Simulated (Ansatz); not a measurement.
SiC (P6_3mc) from a database of computed structures was relaxed with 4 functionals in Ansatz 0.2.0, cell and atoms free, the symmetry of the start kept (meshes: PBE 12×12×2, r2SCAN 12×12×2, PBEsol 12×12×2, LDA 12×12×2). The values are computed, spin-unpolarised.

The LDA result:
```
Si C
1.0
     3.05926    0.00000    0.00000
    -1.52963    2.64939    0.00000
     0.00000    0.00000   15.01079
Si C
6 6
Direct
  0.33333 0.66667 0.83299
  0.66667 0.33333 0.33299
  0.66667 0.33333 0.66650
  0.33333 0.66667 0.16650
  0.00000 0.00000 0.49972
  0.00000 0.00000 0.99972
  0.00000 0.00000 0.87437
  0.00000 0.00000 0.37437
  0.33333 0.66667 0.70800
  0.66667 0.33333 0.20800
  0.66667 0.33333 0.54151
  0.33333 0.66667 0.04151
```

Space group P6_3mc (No. 186), hexagonal; conventional cell a = 3.059 Å, c = 15.011 Å, 10.14 Å³ an atom. Si has 4 C at 1.87–1.88 Å; C has 4 Si at 1.87–1.88 Å.

Question: What lattice does PBE give?

Answer: a = 3.095 Å, c = 15.187 Å; the volume differs by +3.5 % from LDA's. Si is surrounded by 4 C at 1.89–1.90 Å; Si is surrounded by 4 C at 1.90 Å (further sites aren't listed).

Question: How does the cell change with PBEsol?

Answer: a = 3.079 Å, c = 15.107 Å; the volume differs by +1.9 % from LDA's. Si has 4 C at 1.88–1.89 Å; Si has 4 C at 1.89 Å (further sites aren't listed).

Question: Held at the r2SCAN cell, what mean stress do LDA and PBE find, and does its sign point to their own minimum?

Answer: Yes. LDA -4.19 GPa, and its relaxed volume is -1.9 % from r2SCAN's; PBE +3.52 GPa, and its relaxed volume is +1.6 % from r2SCAN's. Compression counts positive, so a positive stress asks for a larger cell.

Question: How do the relaxed cells compare with measured ones?

Answer:
Comparison with experiment:
- Lattice constant a, measured 3.081 Å: PBE 3.095 (+0.5 %), r2SCAN 3.078 (-0.1 %), PBEsol 3.079 (-0.1 %), LDA 3.059 (-0.7 %). Source: 3.081 ± 0.008 Å (a of recovered SiC-6H; 300 K; synchrotron powder XRD; powder; unreacted SiC in a mixed-phase sample recovered from 42 GPa and 1800 K; “Oxidation of the Interiors of Carbide Exoplanets”, 2020, arxiv:2005.03175).
- Lattice constant c, measured 15.127 Å: PBE 15.187 (+0.4 %), r2SCAN 15.108 (-0.1 %), PBEsol 15.107 (-0.1 %), LDA 15.011 (-0.8 %). Source: 15.127 ± 0.007 Å (c of recovered SiC-6H; 300 K; synchrotron powder XRD; powder; unreacted SiC in a mixed-phase sample recovered from 42 GPa and 1800 K; “Oxidation of the Interiors of Carbide Exoplanets”, 2020, arxiv:2005.03175).
The calculated lattice is static; the measured one holds thermal expansion and zero-point motion. Reports marked as nanostructured, strained, doped, implanted or mixed samples, and transport gaps, were set aside.
